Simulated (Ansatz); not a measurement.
# GaN: levels at named points, part 2 of 2

Aim: the gap, band edges and levels at named points of GaN.

Ansatz 0.2.0; DFT PBEsol, scalar-relativistic, plane waves, PAW. Earlier steps stand in the parts before. Steps at another level of theory say so in their titles or inputs.

### Step 4. Levels with HSE06

input.yaml

```yaml
crystal:
  lattice:
    - [0.0, 2.249115072, 2.249115072]
    - [2.249115072, 0.0, 2.249115072]
    - [2.249115072, 2.249115072, 0.0]
  atoms:
    - { symbol: Ga, position: [0.0, 0.0, 0.0] }
    - { symbol: "N", position: [0.75, 0.75, 0.75] }
basis:
  ecutwfc: 420
kpoints:
  mp_grid: { grid: [6, 6, 6] }
  band_path:
    path:
      - [0.0, 0.0, 0.0]
      - [-0.5, -0.5, 0.0]
      - [-0.375, -0.375, 0.25]
      - [-0.375, 0.0, 0.375]
      - [0.0, 0.0, 0.5]
      - [-0.5, -0.25, 0.25]
    npoints: 1
hamiltonian:
  xc: hse06
scf:
  occupations: { method: fixed }
  n_extra_bands: 4
output:
  eigenvalues: true
```

Started as:

```
> ansatz run input.yaml --threads 2 --pin off --max-ram 5120MiB --backend cpu --events-out ev --progress --plain --runs-dir out
```

The log of the run:

```text
Warning: RAYON_NUM_THREADS=2 ignored (pool sized by the plan → 2); use --threads N
scf.n_extra_bands = 4 over 9 filled bands (N_el = 18.0): the run solves 13 bands
Engine: ansatz 0.2.0, x86_64-unknown-linux-gnu
Pseudopotentials: kind: paw
Pseudopotential: Ga, paw, valence charge 13, recommended cutoff 420 eV (normal), Ga.paw.azcp
Pseudopotential: N, paw, valence charge 5, recommended cutoff 420 eV (normal), N.paw.azcp
Functional definition: HSE06
  parameter a = 0.25
  parameter omega = 0.11/bohr
  exchange = pbe_x - a*pbe_x_sr(omega) + a*exact_x_sr(omega)
  correlation = pbe_c
davidson cushion auto → on  (no smearing: the cushion is to keep the highest requested band from converging to the state above it; pin scf.eigensolver.cushion to override)
Crystal: 2 atoms, lattice volume = 22.754 Å³
Basis set: ecut = 420 eV, 459 PW (Γ)
Bands: 13, of which v1, the nominal top of the filled ones, is band 9 counted from 1 (8 counted from 0)
Symmetry: 24 space group operations
Space group: F-43m (ITA 216), of the structure as read, at distance tolerance 2.8e-5 Å
k-points: 16 of 216 (time reversal used)
Non-local potential: Ga, projectors of the file, l = 0: 2, l = 1: 2, l = 2: 3, l = 3: 1
Non-local potential: N, projectors of the file, l = 0: 2, l = 1: 2, l = 2: 1
PAW form: soft (Blöchl's): semilocal exchange-correlation on the pseudo side does not see the compensation charge
PAW frozen core: Ga, regenerated for the run's functional, and the local potential with it (the file was generated under x = pbe(κ = 0.804, μ = 0.2195149727645171), c = pbe(β = 0.06672455060314922))
PAW frozen core: N, regenerated for the run's functional, and the local potential with it (the file was generated under x = pbe(κ = 0.804, μ = 0.2195149727645171), c = pbe(β = 0.06672455060314922))
PAW one-centre angular grid: Ga, 590 points (default); XC on 64 Gauss nodes
PAW one-centre angular grid: N, 110 points (default); XC on 64 Gauss nodes
Initial density: superposition of atomic densities (neutral atoms: chi_scale 0, normalization atom), corrected by the library's trained network
Initial wavefunctions: pseudopotential atomic-orbital guess
Functional: x = pbe(κ = 0.804, μ = 0.2195149727645171), c = pbe(β = 0.06672455060314922), warm-up for x = pbe(κ = 0.804, μ = 0.2195149727645171) + 0.25 (exact − pbe) at short range (hse, ω = 0.20786987370883472 Å⁻¹), c = pbe(β = 0.06672455060314922); HSE06 as pw.x's `hse` composes it (authors' and Libxc's form: `xc: wpbeh`)
SCF iter   1: F=—  HF=-4167.892939 eV  |F-HF|=—  |Δ(HF+E_count)|=         —  Δρ=6.64e-4  dr2=2.84e-5  ethr=1.77e-3  ⟨swp⟩=2.0  Hψ=1438  notcnv=0
preconditioner: auto → none  [insulator: Δε(μ)=1.752 eV  Ē_g=18.806 eV  n_scr=8 (ndim 8)  ℏωp=33.0 eV  f_vac=0.001]
SCF iter   2: F=-4167.893094 eV  HF=-4167.893056 eV  |F-HF|=3.81e-5  |Δ(HF+E_count)|=   1.17e-4  Δρ=3.70e-4  dr2=1.25e-5  ethr=1.58e-7  ⟨swp⟩=4.6  Hψ=890  notcnv=0
SCF 1 stopped early in 2 iterations: F = -4167.893094 eV  dr2 = 1.25e-5
Initial density: handed on by an earlier stage of this run
Initial wavefunctions: those handed on with the density
Functional: x = pbe(κ = 0.804, μ = 0.2195149727645171) + 0.25 (exact − pbe) at short range (hse, ω = 0.20786987370883472 Å⁻¹), c = pbe(β = 0.06672455060314922); HSE06 as pw.x's `hse` composes it (authors' and Libxc's form: `xc: wpbeh`)
Exchange kernel: α = 0.2500, screened, ω = 0.2079 Å⁻¹, Wigner–Seitz truncation, v(0) = 1042.2891 eV·Å³, q-mesh 6×6×6, nearest image of the exchange supercell L = 19.08 Å, pair-density grid 15×15×15, without the augmentation charges, whose exchange is taken in its separable form by FFT convolution over the k-point mesh (sized by the pseudopotential files, 18×18×18 at the most), smooth part of the exact exchange by density-matrix convolution
Frozen-core exchange: fock
SCF iter   1: F=—  HF=-4168.395121 eV  |F-HF|=—  |Δ(HF+E_count)|=         —  Δρ=1.76e-2  dr2=2.79e-2  ethr=6.95e-7  ⟨swp⟩=5.9  Hψ=1125  notcnv=0
preconditioner: auto → none  [insulator: Δε(μ)=2.955 eV  Ē_g=22.014 eV  n_scr=8 (ndim 8)  ℏωp=33.0 eV  f_vac=0.001]
SCF iter   2: F=—  HF=-4168.381508 eV  |F-HF|=—  |Δ(HF+E_count)|=   1.36e-2  Δρ=4.27e-3  dr2=3.01e-3  ethr=6.95e-7  ⟨swp⟩=4.0  Hψ=896  notcnv=0
SCF iter   3: F=—  HF=-4168.389270 eV  |F-HF|=—  |Δ(HF+E_count)|=   7.76e-3  Δρ=4.32e-3  dr2=1.61e-3  ethr=6.95e-7  ⟨swp⟩=4.0  Hψ=891  notcnv=0
SCF iter   4: F=—  HF=-4168.389029 eV  |F-HF|=—  |Δ(HF+E_count)|=   2.41e-4  Δρ=1.50e-3  dr2=1.79e-4  ethr=6.95e-7  ⟨swp⟩=3.3  Hψ=690  notcnv=0
SCF iter   5: F=—  HF=-4168.389169 eV  |F-HF|=—  |Δ(HF+E_count)|=   1.40e-4  Δρ=5.32e-4  dr2=4.22e-5  ethr=6.95e-7  ⟨swp⟩=3.0  Hψ=542  notcnv=0
SCF iter   6: F=-4168.389151 eV  HF=-4168.389156 eV  |F-HF|=5.36e-6  |Δ(HF+E_count)|=   1.24e-5  Δρ=1.58e-4  dr2=7.50e-6  ethr=2.28e-7  ⟨swp⟩=3.0  Hψ=646  notcnv=0
SCF 2 stopped early in 6 iterations: F = -4168.389151 eV  dr2 = 7.50e-6
hybrid outer 1: dexx = +8.653e-3 eV, tail = 3.96e-5 eV
Exchange kernel: α = 0.2500, screened, ω = 0.2079 Å⁻¹, Wigner–Seitz truncation, v(0) = 1042.2891 eV·Å³, q-mesh 6×6×6, nearest image of the exchange supercell L = 19.08 Å, pair-density grid 15×15×15, without the augmentation charges, whose exchange is taken in its separable form by FFT convolution over the k-point mesh (sized by the pseudopotential files, 18×18×18 at the most), smooth part of the exact exchange by density-matrix convolution
Frozen-core exchange: fock
SCF iter   1: F=—  HF=-4168.388894 eV  |F-HF|=—  |Δ(HF+E_count)|=         —  Δρ=6.20e-5  dr2=8.73e-7  ethr=1.10e-6  ⟨swp⟩=2.8  Hψ=517  notcnv=0
preconditioner: auto → none  [insulator: Δε(μ)=3.003 eV  Ē_g=21.844 eV  n_scr=8 (ndim 8)  ℏωp=33.0 eV  f_vac=0.002]
iter 2 solved again at ethr=4.47e-10 eV; its pass at ethr=4.52e-9 eV (dr2=8.05e-8 eV) is discarded
SCF iter   2: F=—  HF=-4168.388895 eV  |F-HF|=—  |Δ(HF+E_count)|=   9.32e-7  Δρ=2.42e-5  dr2=1.07e-7  ethr=4.47e-10  ⟨swp⟩=2.0  Hψ=1273  notcnv=0
SCF iter   3: F=-4168.388895 eV  HF=-4168.388895 eV  |F-HF|=2.48e-9  |Δ(HF+E_count)|=   3.18e-8  Δρ=7.05e-6  dr2=1.26e-8  ethr=4.47e-10  ⟨swp⟩=3.0  Hψ=626  notcnv=0
SCF 3 converged in 3 iterations: F = -4168.388895 eV  dr2 = 1.26e-8
hybrid outer 2: dexx = +4.971e-7 eV, tail = 3.88e-8 eV, Δε = 4.59e-3 eV (about 1.84e-4 eV left of the loop's levels)
NSCF: frozen V_eff on 6 k-points
hybrid SCF converged: 2 outer / 9 inner (+2 warm-up), last move |dexx| = 4.97e-7 eV, tail = 3.88e-8 eV
Stability not checked: this state was not tested for a lower state beside it, because the functional holds exact exchange (a hybrid, or Hartree-Fock), whose exchange loop this test does not read (fock_operator; see scf.lower_state_search)
Free energy (F): -4168.388895 eV
Frozen-core exchange: fock
Harris-Foulkes:  -4168.388895 eV  (|F-HF|=2.48e-9)
Internal energy: -4168.388895 eV  (E = F + TS)
E sigma→0 (E₀):  -4168.388895 eV
Fermi energy:    8.908168 eV
--- Per-component energies (eV) ---
  E_band       = -45.306710
  E_kinetic    = 246.846980
  E_local      = -1948.798440  (includes V_loc(G=0)·N_el)
  E_nonlocal   = 474.756047
  E_hartree    = 900.558362
  E_xc         = -103.617160
  E_vxc        = -107.211006  (∫ρ·V_xc dr)
  E_exx        = -62.009846  (= α·E_x^exact, valence–valence)
  E_paw        = -2085.684779  (= ΣΔE_a)
  E_vpaw       = -387.997334  (= ΣTr[D̂ρ^β])
  E_aug_tail   = 0.000125  (compensation charges beyond the density's cutoff)
  E_ewald      = -1590.530284
  E_core_change = 0.090099  (= ΣΔE_core)
  E_smearing   = -0.000000  (= −TS)
  E_closure    = -0.000000  (closes the sum)
  Σ components = -4168.388895   (vs F -4168.388895, Δ=0.00e0)
--- Band table (eV; the first three rows and the last of 16) ---
  k-point 0: bands = ["-8.5744", "-6.7818", "-6.7818", "-6.7818", "-6.4631", "-6.4631", "8.9082", "8.9082", "8.9082", "11.9117", "20.8690", "20.8690", "20.8690"]
  k-point 1: bands = ["-8.3359", "-6.7494", "-6.7494", "-6.5758", "-6.4648", "-6.4648", "6.5149", "8.6154", "8.6154", "13.5710", "19.8177", "21.2608", "21.2608"]
  k-point 2: bands = ["-8.0578", "-6.7046", "-6.7046", "-6.4464", "-6.4464", "-5.6508", "3.1216", "8.0951", "8.0951", "14.8430", "19.2335", "21.1685", "21.1685"]
  k-point 15: bands = ["-7.9181", "-6.6336", "-6.5905", "-6.4856", "-6.4279", "-3.9945", "2.6799", "5.1728", "5.2430", "15.4389", "18.6066", "21.9176", "22.0670"]
```

Wall time 36 s (2 threads of Intel Xeon at 2.70GHz, shared host); peak memory 0.8 GiB.

Levels at named points, in eV from the top of the last band filled by count:

| point | band 7 | band 8 | band 9 | band 10 | band 11 | band 12 |
| --- | --- | --- | --- | --- | --- | --- |
| Γ | 0.00 | 0.00 | 0.00 | 3.00 | 11.96 | 11.96 |
| X | -6.59 | -2.92 | -2.92 | 4.45 | 8.19 | 13.61 |
| U | -6.26 | -4.60 | -2.35 | 6.23 | 9.64 | 12.87 |
| K | -6.26 | -4.60 | -2.35 | 6.23 | 9.64 | 12.87 |
| L | -7.58 | -1.05 | -1.05 | 6.12 | 10.44 | 11.93 |
| W | -6.06 | -4.04 | -3.88 | 7.53 | 10.36 | 11.96 |

### Step 5. All levels side by side

| level | k mesh | gap (eV) | least direct gap (eV) | top at | bottom at | CPU time (s) |
| --- | --- | --- | --- | --- | --- | --- |
| PBEsol on the hybrid's mesh | 6×6×6 | 1.70 | 1.70 | Γ | Γ | 1.8 |
| HSE06 | 6×6×6 | 3.00 | 3.00 | Γ | Γ | 65 |

Gaps are by band count over the mesh and the named points; a gap of 0 means that the bands overlap or touch.

### Step 6. What came out

What follows sums up all 2 parts.

| quantity | value |
| --- | --- |
| gap, HSE06 | 3.00 eV, direct |

**Reading.** At HSE06 the gap is 3.00 eV, from Γ to Γ. Against the measured gap of GaN, 3.299 eV (direct; 0 K; a printed reference work, textbook), the calculated 3.00 eV is off by -0.30 eV. That is HSE06, the nearest rung, at the geometry relaxed with PBEsol, without temperature or excitons.
